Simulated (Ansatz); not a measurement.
**Structure relaxation of Co**

Theory: DFT PBE, scalar-relativistic, plane waves, PAW in Ansatz. Cutoff 420 eV, Γ-centred k mesh, Gaussian smearing, no spin polarisation in the final step.

The start puts Co on the diamond structure type (Fd-3m, No. 227), at a guessed volume.

```xyz
2
Lattice="0.0000 2.3137 2.3137 2.3137 0.0000 2.3137 2.3137 2.3137 0.0000" Properties=species:S:1:pos:R:3 pbc="T T T"
Co    2.3137    2.3137    2.3137
Co    3.4706    3.4706    3.4706
```

Cell and atoms relax at zero pressure; the relaxation can't lower the symmetry of the start. After a coarse first stage the cell is made exact in the group found at 0.06 Å.

Energies count from the standard state of Co at the same level.

(1) Describe the relaxed structure.

(2) What are its volume, energy, density and gap?

Answers

(1) It keeps Fd-3m (No. 227). The result has the diamond structure. Conventional cell: a = 4.918 Å. Around Co lie 4 Co at 2.13 Å.

```
Co
1.0
     0.00000    2.45919    2.45919
     2.45919    0.00000    2.45919
     2.45919    2.45919    0.00000
Co
2
Direct
  0.50000 0.50000 0.50000
  0.75000 0.75000 0.75000
```

(2) The volume per atom is 14.87 Å³. The density is 6.58 g/cm³. The energy over the standard structure is 1.36 eV/atom and the gap on the 20×20×20 mesh is 0 eV (a metal).

The final run used a 20×20×20 mesh on its 2-atom cell and 0.10 eV smearing. The k mesh leaves about 4 meV/atom of noise in metals. Symmetry constrained the relaxation, so the result can be a saddle point.

This diamond-type form isn't the element's structure at ambient conditions.